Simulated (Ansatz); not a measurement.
A run of Ansatz 0.2.0:

Contents of input.yaml:

```yaml
crystal:
  lattice:
    - [2.706034, -2.706655, 0.0]
    - [2.706034, 2.706655, 0.0]
    - [-2.633531, 0.0, 4.796637]
  atoms:
    - { symbol: Ti, position: [0.86589, 0.13411, 0.75] }
    - { symbol: Ti, position: [0.13411, 0.86589, 0.25] }
    - { symbol: O, position: [0.088755, 0.331221, 0.167149] }
    - { symbol: O, position: [0.911245, 0.668779, 0.832851] }
    - { symbol: O, position: [0.668779, 0.911245, 0.332851] }
    - { symbol: O, position: [0.331221, 0.088755, 0.667149] }
hamiltonian:
  xc: pbe
  pseudopotentials: { kind: paw }
  hubbard: { sites: [{ species: Ti, l: d, u_eff: 4.0 }] }
kpoints:
  mp_grid: { grid: [8, 8, 6] }
  band_path:
    path:
      - [[0.0, 0.0, 0.0], [-0.4612513445, -0.4612513445, 0.0808612034], [-0.5021272409, -0.5021272409, 0.252610114], [-0.5, -0.5, 0.5], [-0.5794315881, -0.4205684119, 0.5]]
      - [[-0.4205684119, 0.4205684119, 0.5], [0.0, 0.0, 0.5], [-0.4203754482, -0.4203754482, 0.9091122929], [-0.4978727591, -0.4978727591, 0.747389886]]
      - [[-0.5796245518, 0.4203754482, 0.0908877071], [-0.5387486555, 0.4612513445, -0.0808612034], [-0.5, 0.5, 0.0], [0.0, 0.0, 0.0], [-0.5, 0.0, 0.0]]
      - [[-0.5, 0.0, 0.5], [0.0, 0.0, 0.0]]
    npoints: 14
scf:
  occupations: { method: fermi_dirac, width: 0.05 }
  n_extra_bands: 15
output:
  forces: true
  stress: true
  eigenvalues: true
  fatbands: true
  write_density: true
  write_potential: true
  elf: true
  volumetric_format: npy
```

Potentials or basis: Ansatz PAW.

Command:

```bash
$ ansatz run input.yaml --threads 2 --pin off --max-ram 5632MiB --backend cpu --events-out ev --progress --plain --runs-dir out
```

Hardware: 2 threads of Arm Neoverse V1, on a shared host.

Q: Estimate the wall time of this run.

A: It took 21 s on 2 threads of Arm Neoverse V1, on a shared host, peak memory 0.79 GiB. Counts: scf iterations 9, plane waves 1363, k points 114, bands 39.
